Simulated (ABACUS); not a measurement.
Crystal: Hf.

```
Hf
1.0
     3.19670    0.00000    0.00000
    -1.59835    2.76842    0.00000
     0.00000    0.00000    5.05780
Hf
2
Direct
  0.66667 0.33333 0.75000
  0.33333 0.66667 0.25000
```

| Property | Result |
| --- | --- |
| Program | ABACUS 3.10.1 |
| Task | relaxation of cell and atoms |
| Functional | rPW86PBE |
| Potentials or basis | PseudoDojo NC SR 0.4.1 PBE standard |
| Cutoff | 789 eV |
| Density cutoff | 3157 eV |
| Basis | plane waves |
| k mesh | 8 × 8 × 4 |
| Occupations | fermi-dirac, width 0.05 eV |
| Spin | no spin polarisation |

At the start: pressure 2.8 GPa; volume 22.38 Å³/atom.

Where does the relaxation end?

Over 8 steps the energy falls by 4.9 meV/atom and the volume is 22.94 Å³/atom (+2.5 %); space group P6_3/mmc (No. 194, to 0.05 Å).

Step by step:
```tsv
step	energy change (eV)	largest force (eV/Å)	pressure (GPa)	volume (Å³)
1	0.0000	0.0000	2.83	44.76
2	0.0080	0.0000	-3.52	47.47
3	-0.0098	0.0000	-0.03	45.89
4	-0.0098	0.0000	-0.03	45.89
5	-0.0098	0.0000	-0.03	45.89
6	-0.0098	0.0000	-0.03	45.89
7	-0.0098	0.0000	0.03	45.87
8	-0.0098	0.0000	0.00	45.88
```

Final structure:
```xyz
2
Lattice="3.2207 0.0000 0.0000 -1.6104 2.7892 0.0000 0.0000 0.0000 5.1077" Properties=species:S:1:pos:R:3 pbc="T T T"
Hf    1.6104    0.9297    3.8308
Hf    0.0000    1.8595    1.2769
```

Caveat: the potentials were made for another functional, which shifts forces and pressure.
